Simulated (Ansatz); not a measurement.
A run of Ansatz 0.2.0:

File input.yaml:

```yaml
crystal:
  lattice:
    - [2.5221, 0.0, 0.0]
    - [-1.26105, 2.1842026709, 0.0]
    - [0.0, 0.0, 8.2371]
  atoms:
    - { symbol: C, position: [0.6666666667, 0.3333333333, 0.84375] }
    - { symbol: C, position: [0.3333333333, 0.6666666667, 0.34375] }
    - { symbol: C, position: [0.6666666667, 0.3333333333, 0.65625] }
    - { symbol: C, position: [0.3333333333, 0.6666666667, 0.15625] }
    - { symbol: C, position: [0.0, 0.0, 0.90625] }
    - { symbol: C, position: [0.0, 0.0, 0.40625] }
    - { symbol: C, position: [0.0, 0.0, 0.59375] }
    - { symbol: C, position: [0.0, 0.0, 0.09375] }
hamiltonian:
  xc: lda
  pseudopotentials: { kind: paw }
kpoints:
  mp_grid: { grid: [12, 12, 4] }
scf:
  occupations: { method: fermi_dirac, width: 0.05 }
output:
  forces: true
  stress: true
relax:
  f_tol: 0.01
  max_steps: 40
  cell: { stress_tol: 0.05 }
```

Potentials or basis: Ansatz PAW.

Launch:

```sh
$ ansatz run input.yaml --threads 4 --pin off --max-ram 11264MiB --backend cpu --events-out ev --progress --plain --runs-dir out
```

Hardware: 4 threads of Intel(R) Xeon(R) Platinum 8488C (Sapphire Rapids), on a shared host.

Problem. Estimate the wall time of this run.

Solution. Run time: 5.5 s on 4 threads of Intel(R) Xeon(R) Platinum 8488C (Sapphire Rapids) (shared host), peak memory 0.42 GiB. Counts: scf iterations 49, plane waves 837, k points 57, bands 24, ion steps 8.
